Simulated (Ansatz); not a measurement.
**Relaxing MoTe2**

Computed with Ansatz (plane waves, PAW, 420 eV cutoff): PBE, scalar-relativistic, collinear spin, 10×10×2 k-mesh, Gaussian smearing of 0.05 eV; PAW files: Ansatz's generated set soft_2.

The chain of runs began from a cell as deposited in COD, expanded in volume. The relaxation kept the space group but changed the cell's proportions, one axis by 6 % at equal volume, so the results may not describe the measured structure. The database's entry of this formula in the relaxed cell's space group, P6_3/mmc, has axes of 3.518 × 3.518 × 13.974 Å and 24.96 Å³/atom (1963), the relaxed one 3.557 × 3.557 × 15.340 Å and 28.01.

The start:

```
CELL_PARAMETERS angstrom
3.52989 0.00000 0.00000
-1.76494 3.05697 0.00000
0.00000 0.00000 14.02002
ATOMIC_POSITIONS crystal
Te 0.33333 0.66667 0.62100
Te 0.66667 0.33333 0.12100
Te 0.33333 0.66667 0.87900
Te 0.66667 0.33333 0.37900
Mo 0.33333 0.66667 0.25000
Mo 0.66667 0.33333 0.75000
```

Starting moments (μB, in the order of the atoms): 0.0, 0.0, 0.0, 0.0, 2.0, 2.0.

The runs in order:

| run | level | k-mesh | kind | V (Å³/atom) | P (GPa) | E − E(final) (meV/atom) | gap on the mesh (eV) |
| --- | --- | --- | --- | --- | --- | --- | --- |
| 1 | PBE | 10×10×2 | cell and atoms relaxed | 28.01 | 0.0 | 0.0 | 1.05 |
| 2 | PBE | 10×10×2 | cell and atoms relaxed | 28.01 | 0.0 | 0.0 | 1.05 |

Cell and atoms are those of this level's equilibrium.

The final structure (symmetry read at 0.01 Å). It takes space group P6_3/mmc (No. 194, hexagonal). Conventional cell: a = 3.557 Å, b = 3.557 Å, c = 15.340 Å, α = 90.00°, β = 90.00°, γ = 120.00°. Around Te (site symmetry 3m) lie 3 Mo at 2.74 Å. Around Mo (site symmetry -6m2) lie 6 Te at 2.74 Å. (Neighbours are counted to 15 % beyond the shortest distance.)

```
atom  site  symmetry       x       y       z
  Te    4f       3m.  0.3333  0.6667  0.6321
  Mo    2c      -6m2  0.3333  0.6667  0.2500
```

None of 3 magnetic starts ended more than 0.5 meV/atom under the solution without spin polarisation. At the final geometry the gap, band path included, is 0.97 eV and no site carries a moment. The elastic tensor is positive definite (smallest eigenvalue 4.0 GPa). Against the elements' standard states, run alike and uncorrected, the formation energy is -0.27 eV/atom. The runs in the table took roughly 7 core-minutes.

**What lies behind the numbers.**

Within 0.6 eV of the edges the projected states are 60 % Mo 4d at the top of the valence band and 72 % Mo 4d at the bottom of the conduction band. The 4d shell leads at both edges but is strongly mixed, between the Mott–Hubbard and the charge-transfer pattern.

Shannon's ionic radii give a check on the bond lengths: Mo⁴⁺ with 6 neighbours 0.65 Å + Te²⁻ 2.21 Å (six-fold value) = 2.86 Å against a computed mean of 2.74 Å. The largest miss is -4 %; bonds shorter than the sum are usual where the bond is partly covalent, as with large, soft anions.

Semilocal functionals underestimate band gaps, commonly by a third or more. These numbers lack spin–orbit coupling. The structure is built of weakly bound layers, and this functional has no dispersion term, so their spacing and all that hangs on it (volume, the soft elastic constants, low modes, dielectric constants) are poorly given.

For this crystal the k-mesh misses a band edge: under PBE at the relaxed cell a band path gives a gap of 0.97 eV where the mesh alone gives 1.05 eV, so gaps on the mesh are upper bounds.
